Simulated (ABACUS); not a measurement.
# NiO (Fm-3m) in ABACUS: settings compared, part 2 of 2

ABACUS 3.10.1. Earlier steps stand in the parts before.

**4. Single point, BLYP, collinear spin, ferromagnetic start**

The input, INPUT:

```
INPUT_PARAMETERS
suffix              NiO
calculation         scf
basis_type          lcao
pseudo_dir          ./
orbital_dir         ./
symmetry            1
dft_functional      GGA_X_B88+GGA_C_LYP
ecutwfc             100
pseudo_rcut         10
nspin               2
nbands              23
ks_solver           genelpa
smearing_method     fd
smearing_sigma      0.00367493
scf_thr             1e-07
scf_nmax            100
mixing_type         broyden
mixing_beta         0.4
cal_force           1
cal_stress          1
out_mul             1
out_chg             1
```

The input, STRU:

```
ATOMIC_SPECIES
Ni 58.6934 Ni.upf
O 15.9990 O.upf

NUMERICAL_ORBITAL
Ni_confined-atom_7au_3s2p2d1f.orb
O_confined-atom_6au_2s2p1d.orb

LATTICE_CONSTANT
1.8897261246

LATTICE_VECTORS
0.0000000000 2.0859016414 2.0859016414
2.0859016414 0.0000000000 2.0859016414
2.0859016414 2.0859016414 0.0000000000

ATOMIC_POSITIONS
Direct

Ni
0.0
1
0.0000000000 0.0000000000 0.0000000000 1 1 1 mag 1

O
0.0
1
0.5000000000 0.5000000000 0.5000000000 1 1 1 mag 0
```

The input, KPT:

```
K_POINTS
0
Gamma
10 10 10 0 0 0
```

Potentials or basis: PseudoDojo NC SR 0.5 PBE standard, DZP LCAO (the cutoffs set its grid).

Command:

```sh
> OMP_NUM_THREADS=1 mpirun -np 4 abacus > log
```

Run time: 8.4 s. Hardware: 4 MPI ranks of AMD EPYC 9R45 (Zen 5), shared host; peak memory 0.44 GiB.

It converged, with:

* Free energy: -5011.3968 eV
* Pressure: 14.0 GPa
* Band gap on the k mesh: none (metal or under the smearing width)
* Net moment: 1.73 μB per cell
* Absolute moment: 1.74 μB per cell
* Site moments: Ni +1.44; O +0.29 μB
* Mulliken charges: Ni +0.36; O -0.36 e

Levels at points of the mesh, in eV from the Fermi level:
Spin up:
```
           k point  band 9  band 10  band 11  band 12  band 13  band 14  band 15  band 16  band 17  band 18
(0.00, 0.00, 0.00)   -3.05    -3.05    -2.66    -2.66    -2.66     1.84    19.38    19.38    19.38    20.34
(0.50, 0.50, 0.50)   -1.97    -1.97    -1.44     0.29     0.29     5.97    10.03    14.17    14.17    22.08
(0.50, 0.50, 0.00)   -3.49    -2.80    -2.23    -1.66    -1.66     6.15    10.87    12.72    16.76    16.76
```
Spin down:
```tsv
k point	band 8	band 9	band 10	band 11	band 12	band 13	band 14	band 15
(0.00, 0.00, 0.00)	-2.51	-1.79	-1.79	-1.79	-0.61	-0.61	2.19	19.62
(0.50, 0.50, 0.50)	-4.82	-0.90	-0.90	-0.53	2.25	2.25	6.13	10.55
(0.50, 0.50, 0.00)	-3.84	-2.73	-0.70	-0.70	-0.18	0.38	6.48	11.27
```

Caveat: the atomic orbitals were generated for these runs and aren't a published set; Mulliken charges move with the basis; the potentials were made for another functional, which shifts forces and pressure; the basis of atomic orbitals isn't converged, which shifts pressures, moduli and gaps; a cell with one magnetic atom can't hold antiferromagnetic order, which such compounds often take; semilocal functionals often make such compounds metallic where correlation or magnetic order opens a gap, which also shifts bond lengths.

**5. Single point, rSCAN, collinear spin, ferromagnetic start**

The input, INPUT:

```
INPUT_PARAMETERS
suffix              NiO
calculation         scf
basis_type          pw
pseudo_dir          ./
symmetry            1
dft_functional      MGGA_X_RSCAN+MGGA_C_RSCAN
ecutwfc             113
pseudo_rcut         10
nspin               2
nbands              23
ks_solver           dav
smearing_method     fd
smearing_sigma      0.00367493
scf_thr             1e-08
scf_nmax            100
mixing_type         broyden
mixing_beta         0.4
cal_force           1
cal_stress          1
mixing_tau          1
out_chg             1
kpar                4
```

STRU, as its differences from that of step 4:

```diff
@@ -1,8 +1,4 @@
 ATOMIC_SPECIES
-Ni 58.6934 Ni.upf
-O 15.9990 O.upf
-
-NUMERICAL_ORBITAL
-Ni_confined-atom_7au_3s2p2d1f.orb
-O_confined-atom_6au_2s2p1d.orb
+Ni 58.6934 Ni_ONCV_PBE-1.2.upf
+O 15.9990 O_ONCV_PBE-1.2.upf
```

The input, KPT:

```
K_POINTS
0
Gamma
7 7 7 0 0 0
```

Potentials or basis: SG15 ONCV 1.2 PBE, plane waves.

Command:

```sh
> OMP_NUM_THREADS=1 mpirun -np 4 abacus > log
```

Run time: 54 s. Hardware: 4 MPI ranks of Intel Xeon Platinum 8488C (Sapphire Rapids), shared host; peak memory 0.44 GiB.

It converged, with:

* Free energy: -4631.1207 eV
* Pressure: 0.7 GPa
* Band gap on the k mesh: 0.73 eV, indirect (least direct gap 1.68 eV)
* Net moment: 2.00 μB per cell
* Absolute moment: 2.03 μB per cell

Levels at points of the mesh, in eV from the valence-band top:
Spin up:
```csv
k point,band 10,band 11,band 12,band 13,band 14,band 15,band 16,band 17
"(0.00, 0.00, 0.00)",-3.04,-2.62,-2.62,-2.62,2.41,19.25,20.07,20.07
```
Spin down:
```csv
k point,band 9,band 10,band 11,band 12,band 13,band 14
"(0.00, 0.00, 0.00)",-1.88,-1.88,-1.88,0.73,0.73,2.93
```

Caveat: the potentials were made for another functional, which shifts forces and pressure; an odd mesh through Γ misses points on the zone boundary, where band edges often lie; a cell with one magnetic atom can't hold antiferromagnetic order, which such compounds often take.

**6. Summary**

| task | level | potentials or basis | cell | k mesh | cutoff (eV) | SCF threshold on the density | eigensolver | max steps of the relaxation | force threshold | optimiser | gap on the mesh (eV) | pressure (GPa) | moment (μB) |
| --- | --- | --- | --- | --- | --- | --- | --- | --- | --- | --- | --- | --- | --- |
| single point | PBE | Ansatz NC PBE, TZDP LCAO (the cutoffs set its grid) | as given | 10 × 10 × 10 | 1401 | 1e-07 | genelpa | - | - | - | none | 6.8 | 1.82 |
| relaxation of cell and atoms | PBE | Ansatz NC PBE, TZDP LCAO (the cutoffs set its grid) | relaxed | 10 × 10 × 10 | 1401 | 1e-07 | genelpa | 60 | 0.01 eV/Å | cg | - | 0.0 | 1.89 |
| single point | BLYP | PseudoDojo NC SR 0.5 PBE standard, DZP LCAO (the cutoffs set its grid) | as given | 10 × 10 × 10 | 1361 | 1e-07 | genelpa | - | - | - | none | 14.0 | 1.73 |
| single point | rSCAN | SG15 ONCV 1.2 PBE, plane waves | as given | 7 × 7 × 7 | 1537 | 1e-08 | dav | - | - | - | 0.73 | 0.7 | 2.00 |

Alike in all rows: spin collinear, ferromagnetic start; smearing fermi-dirac 0.05 eV.

Caveats: a cell with one magnetic atom can't hold antiferromagnetic order, which such compounds often take; the atomic orbitals were generated for these runs and aren't a published set (some runs); the basis of atomic orbitals isn't converged, which shifts pressures, moduli and gaps (some runs); semilocal functionals often make such compounds metallic where correlation or magnetic order opens a gap, which also shifts bond lengths (some runs); the potentials were made for another functional, which shifts forces and pressure (some runs); an odd mesh through Γ misses points on the zone boundary, where band edges often lie (some runs).

Total energies depend on the potentials used, so only differences within one code and one set of settings carry meaning.

**7. How close it comes**

Step 2. Against the measured gap of NiO, 4.3 eV (quoted in “Local correlations, non-local screening, multiplets, and band formation in NiO”, 2012, arxiv:1210.6675), the calculated 0.00 eV is off by -4.30 eV. So large a miss can be the level of theory's own, or it may mean another phase, state or a wrong row. The value is that of PBE in an atomic basis (Ansatz NC PBE, TZDP LCAO (the cutoffs set its grid)), whose error adds to the functional's, on a finite k mesh, which can miss the band edges, without temperature or zero-point motion. Semilocal functionals fall short of measured gaps as a rule. The run's magnetic order (collinear spin, ferromagnetic start) needn't be the measured crystal's.

Step 4. Against the measured gap of NiO, 4.3 eV (quoted in “Local correlations, non-local screening, multiplets, and band formation in NiO”, 2012, arxiv:1210.6675), the calculated 0.00 eV is off by -4.30 eV. So large a miss can be the level of theory's own, or it may mean another phase, state or a wrong row. The value is that of BLYP in an atomic basis (PseudoDojo NC SR 0.5 PBE standard, DZP LCAO (the cutoffs set its grid)), whose error adds to the functional's, on a finite k mesh, which can miss the band edges, without temperature or zero-point motion. Semilocal functionals fall short of measured gaps as a rule. The run's magnetic order (collinear spin, ferromagnetic start) needn't be the measured crystal's.
